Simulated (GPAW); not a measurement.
A run of GPAW 26.7.0 is set up as follows.

Contents of run.py:

```python
from ase import Atoms
from ase.calculators.mixing import SumCalculator
from ase.filters import FrechetCellFilter
from ase.io import write
from ase.optimize import BFGS
from dftd3.ase import DFTD3
from gpaw import GPAW, PW, setup_paths

setup_paths.insert(0, '.')

atoms = Atoms(['Al', 'Al'],
              cell=[[2.8124553515, 0.0, 0.0],
                    [-1.4062276757, 2.4356577814, 0.0],
                    [0.0, 0.0, 4.86685]],
              scaled_positions=[[0.3333333333, 0.6666666667, 0.25],
                                [0.6666666667, 0.3333333333, 0.75]],
              pbc=True)

calc = GPAW(mode=PW(600),
            xc='PBEsol',
            kpts={'size': (11, 11, 6), 'gamma': True},
            occupations={'name': 'fermi-dirac', 'width': 0.05},
            nbands=10,
            convergence={'density': 1e-05, 'forces': 0.0001},
            maxiter=150,
            txt='gpaw.txt')
atoms.calc = SumCalculator([calc, DFTD3(method='pbesol', damping='d3zero')])
opt = BFGS(FrechetCellFilter(atoms), trajectory='relax.traj', logfile='-')
done = opt.run(fmax=0.02, steps=60)
calc.write('gs.gpw')
write('result.traj', atoms)
print('Converged:', done)
print('Cell:', atoms.cell.cellpar().round(4))
print('Volume:', round(atoms.get_volume(), 4))
print(atoms.get_scaled_positions().round(5))
```

Potentials or basis: PAW data sets generated in the run's folder for this functional, pw.

Command:

```sh
$ gpaw-setup -f PBEsol Al
$ OMP_NUM_THREADS=1 python run.py
```

**Question.** Predict the relaxed volume.

**Answer.** 16.01 Å³/atom.

**Question.** Estimate the relaxed cell.

**Answer.** a = 2.817 Å, b = 2.817 Å, c = 4.658 Å, α = 90.00°, β = 90.00°, γ = 120.00°.

**Question.** What does it give for the dispersion energy per atom?

**Answer.** -0.133 eV.

Final structure:
```yaml
crystal:
  lattice:
    - [2.81714, 0.00000, 0.00000]
    - [-1.40857, 2.43972, 0.00000]
    - [0.00000, 0.00000, 4.65784]
  atoms:
    - { symbol: Al, position: [0.33333, 0.66667, 0.25000] }
    - { symbol: Al, position: [0.66667, 0.33333, 0.75000] }
```

Caveat: later steps reuse the first step's grids; pairwise dispersion overbinds metals, which lowers pressure and volume.
